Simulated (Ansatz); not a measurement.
Bicrystals of relaxed bulk BiTe (Fm-3m, 34.37 Å³/atom, gap on the mesh 0.00 eV): one grain is mirrored in the boundary plane and shifted (fractions of the plane's cell), where said the two species change places in it, close atoms are joined, tilt boundaries are opened by 0.15 Å, then atoms and the cell's height are relaxed. Energies are the mean of the cell's two boundaries over the bulk on a matched mesh; other shifts may lie lower.

Level of theory: DFT PBE, scalar-relativistic, plane waves, PAW in Ansatz.

Cutoff 420 eV; k points 12×12×1 on the computed 24-atom cell (Γ-centred); Gaussian smearing, width 0.10 eV; no spin polarisation.

Start (Σ3 (111), mirror on a plane, shift [0, 0]):

```
CELL_PARAMETERS angstrom
4.59788 0.00000 0.00000
-2.29894 3.98188 0.00000
0.00000 0.00000 45.04987
ATOMIC_POSITIONS crystal
Bi 0.00000 0.00000 0.00000
Te 0.00000 0.00000 0.12500
Bi 0.33333 0.66667 0.08333
Te 0.66667 0.33333 0.04167
Bi 0.66667 0.33333 0.16667
Te 0.33333 0.66667 0.20833
Bi 0.00000 0.00000 0.25000
Te 0.00000 0.00000 0.37500
Bi 0.33333 0.66667 0.33333
Te 0.66667 0.33333 0.29167
Bi 0.66667 0.33333 0.41667
Te 0.33333 0.66667 0.45833
Te 0.00000 0.00000 0.87500
Bi 0.33333 0.66667 0.91667
Te 0.66667 0.33333 0.95833
Bi 0.66667 0.33333 0.83333
Te 0.33333 0.66667 0.79167
Bi 0.00000 0.00000 0.75000
Te 0.00000 0.00000 0.62500
Bi 0.33333 0.66667 0.66667
Te 0.66667 0.33333 0.70833
Bi 0.66667 0.33333 0.58333
Te 0.33333 0.66667 0.54167
Bi 0.00000 0.00000 0.50000
```

Q: Relax it.

A: The free energy falls by 7 meV/atom.

* boundary energy (mJ/m²): 132
* excess width (Å): 0.24
* gap on the mesh (eV): 0

Relaxed structure:
```xyz
24
Lattice="4.5979 0.0000 0.0000 -2.2989 3.9819 0.0000 0.0000 0.0000 45.5387" Properties=species:S:1:pos:R:3 pbc="T T T"
Bi    0.0000    0.0000    0.0000
Te    0.0000    0.0000    5.8084
Bi    0.0000    2.6546    3.8263
Te    2.2989    1.3273    2.0321
Bi    2.2989    1.3273    7.6086
Te    0.0000    2.6546    9.5366
Bi   -2.2989    3.9819   11.3847
Te   -2.2989    3.9819   16.9609
Bi    0.0000    2.6546   15.1608
Te    2.2989    1.3273   13.2327
Bi    2.2989    1.3273   18.9430
Te    0.0000    2.6546   20.7373
Te    0.0000    0.0000   39.7303
Bi    0.0000    2.6546   41.7123
Te    2.2989    1.3273   43.5066
Bi    2.2989    1.3273   37.9301
Te    0.0000    2.6546   36.0021
Bi   -2.2989    3.9819   34.1540
Te   -2.2989    3.9819   28.5778
Bi    0.0000    2.6546   30.3779
Te    2.2989    1.3273   32.3059
Bi    2.2989    1.3273   26.5957
Te    0.0000    2.6546   24.8014
Bi   -2.2989    3.9819   22.7693
```

Spin-orbit coupling is left out, which matters for the bands of heavy elements.

Small energy differences in metals hang on the k mesh (about 10 mJ/m² or 1 to 2 meV/atom on the mesh of the relaxation).

The run took 11 min on 2 threads of Intel(R) Xeon(R) Platinum 8488C (Sapphire Rapids) (shared host), peak memory 3.5 GiB.